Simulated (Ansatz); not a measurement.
Geometry optimisation, Ansatz 0.2.0, DFT PBE-D3(BJ), scalar-relativistic, plane waves, PAW.

The input (input.yaml):

```yaml
crystal:
  lattice:
    - [-2.4984, 4.327356, 5.4576]
    - [4.9968, 0.0, 5.4576]
    - [4.9968, 8.654711, 0.0]
  atoms:
    - { symbol: Si, position: [0.74999999, 0.25000001, 0.12499999] }
    - { symbol: Si, position: [0.16666667, 0.16666666, 0.16666667] }
    - { symbol: Si, position: [0.58333335, 0.08333332, 0.95833336] }
    - { symbol: O, position: [0.97940832, 0.18725835, 0.11422082] }
    - { symbol: O, position: [0.353925, 0.146075, 0.03088749] }
    - { symbol: O, position: [0.12451667, 0.70881667, 0.04166667] }
    - { symbol: O, position: [0.146075, 1.353925, 0.21911251] }
    - { symbol: O, position: [0.70881666, 0.12451668, 0.04166665] }
    - { symbol: Si, position: [0.75000001, 0.24999999, 0.62500001] }
    - { symbol: Si, position: [0.16666668, 0.16666665, 0.66666669] }
    - { symbol: Si, position: [0.58333334, 0.08333333, 0.45833334] }
    - { symbol: O, position: [0.97940834, 0.18725833, 0.61422084] }
    - { symbol: O, position: [0.35392501, 0.14607499, 0.53088751] }
    - { symbol: O, position: [0.12451668, 0.70881665, 0.54166669] }
    - { symbol: O, position: [0.18725835, 0.97940831, 0.80244586] }
    - { symbol: O, position: [0.14607502, 0.35392498, 0.71911253] }
    - { symbol: O, position: [0.70881667, 0.12451666, 0.54166667] }
    - { symbol: Si, position: [0.25000001, 0.74999999, 0.37500001] }
    - { symbol: Si, position: [0.66666667, 0.66666667, 0.41666667] }
    - { symbol: Si, position: [0.08333334, 0.58333333, 0.20833334] }
    - { symbol: O, position: [0.47940834, 0.68725833, 0.36422084] }
    - { symbol: O, position: [0.85392499, 0.64607501, 0.28088749] }
    - { symbol: O, position: [0.62451667, 0.20881667, 0.29166666] }
    - { symbol: O, position: [0.68725834, 0.47940833, 0.55244584] }
    - { symbol: O, position: [0.646075, 0.853925, 0.4691125] }
    - { symbol: O, position: [0.20881667, 0.62451666, 0.29166667] }
    - { symbol: Si, position: [0.25000002, 0.74999998, 0.87500003] }
    - { symbol: Si, position: [0.66666668, 0.66666665, 0.91666669] }
    - { symbol: Si, position: [0.08333335, 0.58333332, 0.70833336] }
    - { symbol: O, position: [0.47940835, 0.68725832, 0.86422086] }
    - { symbol: O, position: [0.85392501, 0.64607499, 0.78088751] }
    - { symbol: O, position: [0.62451668, 0.20881665, 0.79166669] }
    - { symbol: O, position: [0.68725832, 0.47940834, 0.05244582] }
    - { symbol: O, position: [0.64607502, 0.85392498, 0.96911253] }
    - { symbol: O, position: [0.20881669, 0.62451665, 0.79166669] }
basis:
  ecutwfc: 420.0
kpoints:
  mp_grid: { grid: [2, 2, 2] }
hamiltonian:
  xc: pbe
  dispersion: d3bj
  pseudopotentials: { kind: paw, azcp: { folder: soft_1 } }
scf:
  occupations: { method: fermi_dirac, width: 0.02 }
  lower_state_search: "off"
relax:
  f_tol: 0.03
  max_steps: 60
  adjacent_minimum: "off"
output:
  write_density: true
  write_potential: true
  elf: true
  volumetric_format: npy
```

Run as:

```bash
$ ansatz run input.yaml --threads 4 --pin off --max-ram 10240MiB --backend cpu --events-out ev --progress --plain --runs-dir out
```

Task: Where does it end, and by what steps?

Result: The run converged. The force dipped under the threshold on the way, but the program's further checks kept it going. Limits of this set-up: no spin, though dangling bonds at a vacancy may carry it, a small cell, in which the defect meets its images, a typed lattice constant that wasn't relaxed here. After 12 steps the energy has fallen by 2.392 eV; O13 moved furthest, 0.47 Å. Joined: Si2–Si18 (3.09 → 2.41 Å).

```json
{"step": "0", "energy less start (eV)": "0.0000", "largest force component (eV/Å)": "2.869", "accepted": "yes"}
{"step": "1", "energy less start (eV)": "-1.1695", "largest force component (eV/Å)": "1.539", "accepted": "yes"}
{"step": "2", "energy less start (eV)": "-1.6161", "largest force component (eV/Å)": "1.428", "accepted": "yes"}
{"step": "3", "energy less start (eV)": "-1.8434", "largest force component (eV/Å)": "0.968", "accepted": "yes"}
{"step": "4", "energy less start (eV)": "-1.9581", "largest force component (eV/Å)": "0.308", "accepted": "yes"}
{"step": "5", "energy less start (eV)": "-2.1387", "largest force component (eV/Å)": "0.173", "accepted": "yes"}
{"step": "6", "energy less start (eV)": "-2.2763", "largest force component (eV/Å)": "0.102", "accepted": "yes"}
{"step": "7", "energy less start (eV)": "-2.3215", "largest force component (eV/Å)": "0.227", "accepted": "yes"}
{"step": "8", "energy less start (eV)": "-2.3801", "largest force component (eV/Å)": "0.156", "accepted": "yes"}
{"step": "9", "energy less start (eV)": "-2.3900", "largest force component (eV/Å)": "0.112", "accepted": "yes"}
{"step": "10", "energy less start (eV)": "-2.3817", "largest force component (eV/Å)": "0.464", "accepted": "no"}
{"step": "11", "energy less start (eV)": "-2.3922", "largest force component (eV/Å)": "0.010", "accepted": "yes"}
{"step": "12", "energy less start (eV)": "-2.3925", "largest force component (eV/Å)": "0.015", "accepted": "yes"}
```

```xyz
35
Lattice="-2.4984 4.3274 5.4576 4.9968 0.0000 5.4576 4.9968 8.6547 0.0000" Properties=species:S:1:pos:R:3
Si 0.128 4.464 5.432
Si 1.123 2.400 1.654
Si 3.729 10.983 3.629
O -0.860 5.401 6.313
O -0.221 1.906 2.459
O 3.259 0.854 4.353
O 7.275 2.812 8.217
O -0.792 3.717 4.320
Si 2.723 8.670 5.395
Si 3.725 6.384 1.785
Si 1.265 6.588 3.575
O 1.688 9.381 6.432
O 2.219 6.109 2.345
O 6.108 5.003 4.733
O 8.675 7.694 6.261
O 4.728 6.630 3.044
O 1.838 7.961 4.226
Si 5.142 4.069 5.668
Si 3.724 6.414 7.296
Si 3.588 2.232 3.562
O 4.229 5.012 6.652
O 2.248 6.213 7.934
O 1.235 5.410 4.700
O 3.649 7.577 6.158
O 4.763 6.873 8.468
O 4.087 3.328 4.650
Si 7.543 8.578 5.467
Si 6.161 10.774 7.334
Si 6.157 6.319 3.768
O 6.698 9.478 6.522
O 4.768 10.380 8.068
O 3.700 9.793 4.741
O 0.923 3.378 6.334
O 7.246 11.213 8.462
O 6.507 7.600 4.693
```

Whether the end is a true minimum wasn't checked by a vibrational analysis.

Run time: 110 s on 4 threads of Arm Neoverse V1, with other jobs on the host, peak memory 1.5 GiB.
